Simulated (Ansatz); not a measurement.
# SiGe under changes of volume

One of the cells (21.291 Å³/atom); the others are scaled copies at fixed shape and fractional positions:

```
Ge Si
1.0
     3.90445    0.00000    0.00000
    -1.95223    3.38135    0.00000
     0.00000    0.00000    6.45078
Ge Si
2 2
Direct
  0.33333 0.66667 0.00039
  0.66667 0.33333 0.50039
  0.33333 0.66667 0.37461
  0.66667 0.33333 0.87461
```

The cell comes from a database or a generator and needn't be the stable form of this composition.

- Program: Ansatz 0.2.0
- Functional: r2SCAN
- Potentials or basis: Ansatz PAW
- Cutoff: 500 eV (not typed: the program's choice for these potentials)
- k mesh: 8 × 8 × 4
- Occupations: fermi-dirac, width 0.05 eV
- Spin: no spin polarisation

```csv
volume (Å³/atom),energy over the lowest point (meV/atom),pressure (GPa),gap on the mesh (eV),largest force (eV/Å)
20.014,22.89,6.0,0.56,0.045
20.440,9.86,3.8,0.60,0.035
20.866,2.42,1.8,0.63,0.025
21.291,0.00,0.0,0.66,0.016
21.717,2.08,-1.6,0.69,0.008
22.143,8.19,-3.0,0.66,0.000
22.569,?,?,?,?
```

Question: What does the run at 22.569 Å³/atom give?

Answer: Energy over the lowest point 17.92 meV/atom; pressure -4.3 GPa; gap on the mesh 0.61 eV; largest force 0.007 eV/Å.

Worked out: A Birch-Murnaghan fit of order 3 (a polynomial in V^(-2/3)) to the other rows has its minimum at 21.30 Å³/atom with B0 = V·E''(V) = 84 GPa and B' = 4.4 at fixed shape and positions, which overstates the stiffness. It gives 17.93 meV/atom at 22.569 Å³/atom, against the run's 17.92, and -dE/dV = -4.3 GPa, against -4.3. A parabola through the other rows of the gap, of slope -0.883 eV per unit of ln V there, extrapolates to 0.66 eV, against the run's 0.61.

Energies are extrapolated to zero smearing.

Caveats: the PAW data sets come from PBE, with cores solved anew for the run's functional, which leaves a small shift of forces and pressure.

A mesh can miss the band edges. Spin-orbit coupling on Ge is left out.
